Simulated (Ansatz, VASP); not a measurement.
Pd: VASP beside Ansatz

```
CELL_PARAMETERS angstrom
-1.55103 1.55103 1.55103
1.55103 -1.55103 1.55103
1.55103 1.55103 -1.55103
ATOMIC_POSITIONS crystal
Pd 0.00000 0.00000 0.00000
```

Change from the starting cell: volume scaled by 0.96.

Alike in both runs: task single point; functional PBEsol; k mesh 12 × 12 × 12; occupations fermi-dirac, width 0.05 eV; no spin polarisation.

```csv
,VASP,Ansatz
version,VASP 6.6.1,Ansatz 0.2.0
potentials or method,"VASP PAW PBE potentials, release 64 (Pd)",Ansatz PAW
plane-wave cutoff (eV),520,420
valence electrons in the cell,10,18
```

VASP gave:

| Item | Value |
| --- | --- |
| gap on the k mesh at the Fermi level (eV) | none |
| pressure (GPa) | -3.8 |

Estimate Ansatz's values.

gap on the k mesh at the Fermi level (eV): none; pressure (GPa): -3.4.

A gap of «none» marks a metal or a gap that the smearing closes. The two sets of potentials don't hold the same shells in valence.

Caveats: the PAW data sets were made with another functional, which shifts forces and pressure a little (VASP); the PAW data sets come from PBE, with cores solved anew for the run's functional, which leaves a small shift of forces and pressure (Ansatz).
